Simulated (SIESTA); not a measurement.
# TiO2 (Anatase) under changes of volume

One of the cells (11.354 Å³/atom); the others are scaled copies at fixed shape and fractional positions:

```xyz
6
Lattice="-1.8921 1.8921 4.7573 1.8921 -1.8921 4.7573 1.8921 1.8921 -4.7573" Properties=species:S:1:pos:R:3 pbc="T T T"
Ti    0.0000    1.8921    2.3786
Ti    0.0000    0.0000    0.0000
O     0.0000    0.0000    7.5346
O     0.0000    1.8921    0.3987
O     0.0000    1.8921    4.3586
O     0.0000    0.0000    1.9800
```

| Item | Value |
| --- | --- |
| Program | SIESTA 5.4.2 |
| Functional | PBEsol |
| Potentials or basis | PseudoDojo 0.4 standard (PBEsol files) |
| Basis | DZP (energy shift 0.003 Ry; two zetas on semicore shells) |
| Grid cutoff | 800 Ry |
| Energy shift | 0.003 Ry |
| k mesh | 8 × 8 × 8 |
| Occupations | fermi-dirac, width 0.05 eV |
| Spin | no spin polarisation |

```csv
volume (Å³/atom),energy over the lowest point (meV/atom),pressure (GPa),gap on the mesh (eV),largest force (eV/Å)
10.673,?,?,?,?
10.900,23.20,13.1,2.07,0.359
11.127,8.52,7.7,2.03,0.214
11.354,1.07,2.9,1.99,0.082
11.581,0.00,-1.4,1.95,0.041
11.808,4.87,-5.4,1.91,0.155
12.035,15.05,-8.9,1.87,0.263
```

Task: What does the run at 10.673 Å³/atom give?

Result: Energy over the lowest point 45.86 meV/atom; pressure 19.0 GPa; gap on the mesh 2.11 eV; largest force 0.513 eV/Å.

Worked out: A Birch-Murnaghan fit of order 3 (a polynomial in V^(-2/3)) to the other rows has its minimum at 11.50 Å³/atom with B0 = V·E''(V) = 217 GPa and B' = 4.0 at fixed shape and positions, which overstates the stiffness. It gives 45.74 meV/atom at 10.673 Å³/atom, against the run's 45.86, and -dE/dV = 18.9 GPa, against 19.0. A straight line through the other rows of the gap, of slope -2.02 eV per unit of ln V, extrapolates to 2.11 eV, against the run's 2.11.

Energies are extrapolated to zero smearing.

Caveats: the basis of atomic orbitals isn't converged, which shifts pressures, moduli and gaps.

A mesh can miss the band edges.
